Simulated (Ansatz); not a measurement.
Wanted: the native input for an Ansatz 0.2.0 run.

* Task: elastic constants
* Functional: PBEsol
* Potentials or basis: Ansatz PAW
* Cutoff: 420 eV (not typed: the program's choice for these potentials)
* k mesh: 8 × 8 × 4
* Occupations: fermi-dirac, width 0.05 eV
* Spin: no spin polarisation
* Atoms under strain: clamped

Crystal: In.

```
CELL_PARAMETERS angstrom
3.33548 0.00000 0.00000
-1.66774 2.88861 0.00000
0.00000 0.00000 5.50914
ATOMIC_POSITIONS crystal
In 0.66667 0.33333 0.75000
In 0.33333 0.66667 0.25000
```

This isn't the form of In at room conditions, which is tetragonal.

The input as run:

input.yaml

```yaml
crystal:
  lattice:
    - [3.335484782, 0.0, 0.0]
    - [-1.667742391, 2.8886145552, 0.0]
    - [0.0, 0.0, 5.50914292]
  atoms:
    - { symbol: In, position: [0.6666666667, 0.3333333333, 0.75] }
    - { symbol: In, position: [0.3333333333, 0.6666666667, 0.25] }
hamiltonian:
  xc: pbesol
  pseudopotentials: { kind: paw }
kpoints:
  mp_grid: { grid: [8, 8, 4] }
scf:
  occupations: { method: fermi_dirac, width: 0.05 }
output:
  forces: true
  stress: true
elastic:
  mode: clamped_ion
  stencil: two_point
```

Potentials or basis: Ansatz PAW.

Run with:

```sh
$ ansatz run input.yaml --threads 2 --pin off --max-ram 5632MiB --backend cpu --events-out ev --progress --plain --runs-dir out
```

Results of the run:

```yaml
Pressure: -1.3 GPa
Band_gap_on_the_k_mesh: none (metal or under the smearing width)
Voigt_bulk_modulus: 35 GPa
```

Caveat: the elastic tensor has a negative eigenvalue, so either the cell is unstable as it stands or the mesh is too thin; the PAW data sets come from PBE, with cores solved anew for the run's functional, which leaves a small shift of forces and pressure.

Wall time 12 s on 2 threads of Arm Neoverse V1, on a shared host, peak memory 0.37 GiB.
